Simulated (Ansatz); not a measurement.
# ZnSe (Stilleite) (F-43m) in Ansatz: a series of runs, part 2 of 2

Ansatz 0.2.0.

### 11 Band structure, PBE

File input.yaml:

```yaml
crystal:
  lattice:
    - [0.0, 2.8338, 2.8338]
    - [2.8338, 0.0, 2.8338]
    - [2.8338, 2.8338, 0.0]
  atoms:
    - { symbol: Se, position: [0.75, 0.75, 0.75] }
    - { symbol: Zn, position: [0.0, 0.0, 0.0] }
hamiltonian:
  xc: pbe
  pseudopotentials: { kind: nc, source: spms }
kpoints:
  mp_grid: { grid: [8, 8, 8] }
  band_path:
    path:
      - [[0.0, 0.0, 0.0], [0.5, 0.0, 0.5], [0.5, 0.25, 0.75], [0.375, 0.375, 0.75], [0.0, 0.0, 0.0], [0.5, 0.5, 0.5], [0.625, 0.25, 0.625], [0.5, 0.25, 0.75], [0.5, 0.5, 0.5], [0.375, 0.375, 0.75]]
      - [[0.625, 0.25, 0.625], [0.5, 0.0, 0.5]]
    npoints: 14
scf:
  occupations: { method: fermi_dirac, width: 0.05 }
  n_extra_bands: 6
output:
  forces: true
  stress: true
  eigenvalues: true
  fatbands: false
  write_density: true
  write_potential: true
  elf: true
  volumetric_format: npy
```

Potentials or basis: SPMS NC.

Command:

```sh
> ansatz run input.yaml --threads 2 --pin off --max-ram 5120MiB --backend cpu --events-out ev --progress --plain --runs-dir out
```

Log:

```text
Warning: RAYON_NUM_THREADS=2 ignored (pool sized by the plan → 2); use --threads N
scf.n_extra_bands = 6 over 18 filled bands (N_el = 36.0): the run solves 24 bands
Engine: ansatz 0.2.0, x86_64-unknown-linux-gnu
Pseudopotentials: kind: nc
Pseudopotential: Se, nc, valence charge 16, recommended cutoff 816.3415873796399 eV (normal), Se.nc.azcp
Pseudopotential: Zn, nc, valence charge 20, recommended cutoff 816.3415873796399 eV (normal), Zn.nc.azcp
Functional definition: PBE
  parameter kappa = 0.804
  parameter beta = 0.06672455060314922
  exchange = pbe_x(kappa = kappa, mu = beta*pi^2/3)
  correlation = pbe_c(beta = beta)
Crystal: 2 atoms, lattice volume = 45.513 Å³
Basis set: ecut = 816.3415873796399 eV, 2421 PW (Γ), exchange–correlation on 80×80×80 points (8 copies of the dense FFT grid, shifted against one another)
Bands: 24, of which v1, the nominal top of the filled ones, is band 18 counted from 1 (17 counted from 0)
Symmetry: 24 space group operations
Space group: F-43m (ITA 216), of the structure as read, at distance tolerance 3.6e-5 Å
k-points: 29 of 512 (time reversal used)
Non-local potential: Se, projectors of the file, l = 0: 2, l = 1: 2, l = 2: 2
Non-local potential: Zn, projectors of the file, l = 0: 2, l = 1: 2, l = 2: 2
Initial density: superposition of atomic densities (chi_scale 0.1, normalization cell, long waves kept (reshape's long-wave potential 0.00 eV rms))
Initial wavefunctions: pseudopotential atomic-orbital guess
Functional: x = pbe(κ = 0.804, μ = 0.2195149727645171), c = pbe(β = 0.06672455060314922)
SCF iter   1: F=—  HF=-8494.064371 eV  |F-HF|=—  |Δ(HF+E_count)|=         —  Δρ=8.50e-2  dr2=3.04e0  ethr=3.10e-3  ⟨swp⟩=6.0  Hψ=3198  notcnv=0  defer=5
preconditioner: auto → none  [insulator: Δε(μ)=0.836 eV  Ē_g=14.830 eV  σ=0.050 eV  W_gap=1.00  n_scr=14 (ndim 8)  ℏωp=23.4 eV  f_vac=0.132  D(μ)=0.00/eV (n_scr^D=0)  ε∞_Penn≈3.5]
SCF iter   2: F=—  HF=-8492.966037 eV  |F-HF|=—  |Δ(HF+E_count)|=    1.10e0  Δρ=2.40e-2  dr2=2.36e-1  ethr=3.10e-3  ⟨swp⟩=3.0  Hψ=1680  notcnv=0  defer=44
SCF iter   3: F=—  HF=-8492.896647 eV  |F-HF|=—  |Δ(HF+E_count)|=   6.94e-2  Δρ=9.87e-3  dr2=2.07e-2  ethr=6.56e-4  ⟨swp⟩=3.0  Hψ=1254  notcnv=0  defer=44
SCF iter   4: F=—  HF=-8492.894467 eV  |F-HF|=—  |Δ(HF+E_count)|=   2.18e-3  Δρ=1.87e-3  dr2=8.09e-4  ethr=5.75e-5  ⟨swp⟩=3.0  Hψ=1442  notcnv=0  defer=44
SCF iter   5: F=—  HF=-8492.894187 eV  |F-HF|=—  |Δ(HF+E_count)|=   2.80e-4  Δρ=5.09e-4  dr2=2.73e-5  ethr=2.25e-6  ⟨swp⟩=2.1  Hψ=965  notcnv=0  defer=44
SCF iter   6: F=—  HF=-8492.894172 eV  |F-HF|=—  |Δ(HF+E_count)|=   1.55e-5  Δρ=8.68e-5  dr2=2.12e-6  ethr=7.59e-8  ⟨swp⟩=2.6  Hψ=1185  notcnv=0  defer=44
SCF iter   7: F=-8492.894171 eV  HF=-8492.894171 eV  |F-HF|=1.38e-8  |Δ(HF+E_count)|=   3.08e-7  Δρ=5.24e-6  dr2=5.90e-9  ethr=2.78e-10  ⟨swp⟩=12.9  Hψ=5083  notcnv=0
SCF 1 converged in 7 iterations: F = -8492.894171 eV  dr2 = 5.90e-9
NSCF: frozen V_eff on 142 k-points
SCF converged after 7 iterations
Free energy (F): -8492.894171 eV
Harris-Foulkes:  -8492.894171 eV  (|F-HF|=1.38e-8)
Internal energy: -8492.894171 eV  (E = F + TS)
E sigma→0 (E₀):  -8492.894171 eV
Entropy (-TS):   -0.000000 eV (-0.000 meV/atom)
Fermi energy:    9.713200 eV
--- Per-component energies (eV) ---
  E_band       = -973.837836
  E_kinetic    = 3926.521426
  E_local      = -6496.621374  (includes V_loc(G=0)·N_el)
  E_nonlocal   = -3296.126465
  E_hartree    = 2984.239932
  E_xc         = -1138.129553
  E_vxc        = -1076.088138  (∫ρ·V_xc dr)
  E_ewald      = -4472.778139
  E_smearing   = -0.000000  (= −TS)
  E_closure    = -0.000000  (closes the sum)
  Σ components = -8492.894171   (vs F -8492.894171, Δ=0.00e0)
--- Forces (eV/Å), atoms counted from 1 ---
  atom   1  Se     0.00000000    -0.00000000    -0.00000000
  atom   2  Zn    -0.00000000     0.00000000     0.00000000
  max |Σ_I F_I| component: 5.55e-17 eV/Å
--- Stress (GPa, compression-positive) ---
        2.262762       0.000000      -0.000000
        0.000000       2.262762       0.000000
       -0.000000       0.000000       2.262762
  P = ⅓ Tr σ = 2.2628 GPa (22.628 kbar)
--- Band table (eV; the first three rows and the last of 29) ---
  k-point 0: bands = ["-116.2228", "-70.3700", "-70.3700", "-70.3700", "-37.9207", "-37.9207", "-37.9207", "-37.9138", "-37.9138", "-4.2219", "2.5047", "2.5047", "2.5047", "2.8747", "2.8747", "9.0384", "9.0384", "9.0384", "10.3188", "14.8589", "14.8589", "14.8589", "18.9933", "20.5318"]
  k-point 1: bands = ["-116.2228", "-70.3700", "-70.3700", "-70.3700", "-37.9206", "-37.9206", "-37.9206", "-37.9137", "-37.9137", "-4.1213", "2.5117", "2.5206", "2.5206", "2.8733", "2.8733", "7.7217", "8.8870", "8.8870", "11.3069", "14.7978", "15.1127", "15.1127", "19.7426", "19.7426"]
  k-point 2: bands = ["-116.2228", "-70.3700", "-70.3700", "-70.3700", "-37.9206", "-37.9205", "-37.9205", "-37.9138", "-37.9138", "-3.8603", "2.5555", "2.5555", "2.5669", "2.8749", "2.8749", "5.9964", "8.5632", "8.5632", "11.7851", "15.4905", "15.4905", "15.6089", "19.5046", "19.5046"]
  k-point 28: bands = ["-116.2228", "-70.3700", "-70.3700", "-70.3700", "-37.9206", "-37.9205", "-37.9203", "-37.9137", "-37.9137", "-3.1613", "2.6223", "2.7121", "2.8422", "2.8451", "3.1732", "4.3613", "6.2822", "6.3828", "14.5257", "14.5970", "16.0131", "16.7598", "20.7587", "22.8743"]
```

Wall time 24 s (2 threads of Intel Xeon at 2.50GHz (Skylake/Cascade Lake), shared host); peak memory 0.48 GiB.

What came out:

```
Free energy             : -8492.8942 eV
Pressure                : 2.3 GPa
Band gap on the k mesh  : 1.28 eV, direct
Band gap along the path : 1.28 eV, direct
```

Levels at the corners of the path, in eV from the valence-band top:
| point | band 15 | band 16 | band 17 | band 18 | band 19 | band 20 | band 21 | band 22 |
| --- | --- | --- | --- | --- | --- | --- | --- | --- |
| Γ | -6.16 | 0.00 | 0.00 | 0.00 | 1.28 | 5.82 | 5.82 | 5.82 |
| X | -5.99 | -4.74 | -2.18 | -2.18 | 2.99 | 3.47 | 10.73 | 11.26 |
| W | -5.87 | -4.68 | -2.76 | -2.66 | 5.49 | 5.56 | 6.97 | 7.72 |
| K | -5.90 | -4.71 | -3.08 | -1.79 | 3.59 | 5.61 | 9.05 | 9.29 |
| Γ | -6.16 | 0.00 | 0.00 | 0.00 | 1.28 | 5.82 | 5.82 | 5.82 |
| L | -6.01 | -5.22 | -0.87 | -0.87 | 2.54 | 6.40 | 6.40 | 8.58 |
| U | -5.90 | -4.71 | -3.08 | -1.79 | 3.59 | 5.61 | 9.05 | 9.29 |
| W | -5.87 | -4.68 | -2.76 | -2.66 | 5.49 | 5.56 | 6.97 | 7.72 |
| L | -6.01 | -5.22 | -0.87 | -0.87 | 2.54 | 6.40 | 6.40 | 8.58 |
| K | -5.90 | -4.71 | -3.08 | -1.79 | 3.59 | 5.61 | 9.05 | 9.29 |
| U | -5.90 | -4.71 | -3.08 | -1.79 | 3.59 | 5.61 | 9.05 | 9.29 |
| X | -5.99 | -4.74 | -2.18 | -2.18 | 2.99 | 3.47 | 10.73 | 11.26 |

### 12 Summary

| task | potentials or basis | cutoff (eV) | points for each segment of the path | gap on the mesh (eV) | pressure (GPa) |
| --- | --- | --- | --- | --- | --- |
| band structure | Ansatz PAW | 420 | 14 | 1.29 | 2.1 |
| equation of state | JTH PAW | 1080 | - | - | - |
| band structure | SPMS NC | 816 | 14 | 1.28 | 2.3 |

Alike in all rows: level PBE; no spin polarisation; cell as given; k mesh 8 × 8 × 8; smearing fermi-dirac 0.05 eV.

Absolute energies hang on the potentials; compare differences alone.

### 13 How close it comes

Step 2. Against the measured gap of ZnSe, 2.695 eV (an exciton energy, a little under the gap; 300 K; “Alloy Disordering Effects on the Thermal Conductivity and Energy Gap Temperature Dependence of Cd1−xZnxSe Ternary Crystals Grown by the Bridgman Method”, 2023, pmc:10253836), the calculated 1.29 eV is off by -1.41 eV. So large a miss can be the level of theory's own, or it may mean another phase, state or a wrong row. Spin-orbit coupling on Se is left out. The value is that of PBE, without temperature or zero-point motion. Semilocal functionals fall short of measured gaps as a rule.

Step 11. Measured gap of ZnSe: 2.695 eV (an exciton energy, a little under the gap; 300 K; “Alloy Disordering Effects on the Thermal Conductivity and Energy Gap Temperature Dependence of Cd1−xZnxSe Ternary Crystals Grown by the Bridgman Method”, 2023, pmc:10253836). This calculation gives 1.28 eV (-1.41 eV). So large a miss can be the level of theory's own, or it may mean another phase, state or a wrong row. Spin-orbit coupling on Se is left out. The value is that of PBE, without temperature or zero-point motion. Semilocal functionals fall short of measured gaps as a rule.
